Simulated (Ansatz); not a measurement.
**NaH: two-dimensional strain map**

Theory: DFT r2SCAN, scalar-relativistic, plane waves, PAW in Ansatz 0.2.0. Cutoff 500 eV, Γ-centred 10×10×10 k-points, Gaussian smearing of 0.05 eV. No spin polarisation. Energies are free energies at this smearing, counted from the undisturbed cell; pressure is positive in compression.

Reference structure (as given, not relaxed at this level; it stands at -0.6 GPa; this CsCl-type form isn't the usual structure):

```xyz
2
Lattice="2.9551 0.0000 0.0000 0.0000 2.9551 0.0000 0.0000 0.0000 2.9551" Properties=species:S:1:pos:R:3 pbc="T T T"
Na    0.0000    0.0000    0.0000
H     1.4776    1.4776    1.4776
```

The cell is strained by p along both x and y and by q along z, fractional coordinates fixed. Points are written (p, q).

Energy above the undisturbed cell in meV/atom (a dash: not computed):

```
 p \ q  -0.050  -0.025  0.000  0.025  0.050
-0.050    17.9    13.3   14.7   21.3   32.8
 0.000     8.7       –    0.0      –   11.8
 0.050    35.1       –   20.3      –   25.4
```

Pressure in GPa:

| p \ q | -0.050 | -0.025 | 0.000 | 0.025 | 0.050 |
| --- | --- | --- | --- | --- | --- |
| -0.050 | 4.2 | 3.2 | 2.4 | 1.6 | 0.9 |
| 0.000 | 0.8 | – | -0.6 | – | -1.6 |
| 0.050 | -1.4 | – | -2.4 | – | -3.1 |

Gap on the k-mesh in eV:

```csv
p \ q,-0.050,-0.025,0.000,0.025,0.050
-0.050,1.62,1.43,1.25,1.06,0.87
0.000,1.41,–,1.59,–,1.26
0.050,1.20,–,1.41,–,1.58
```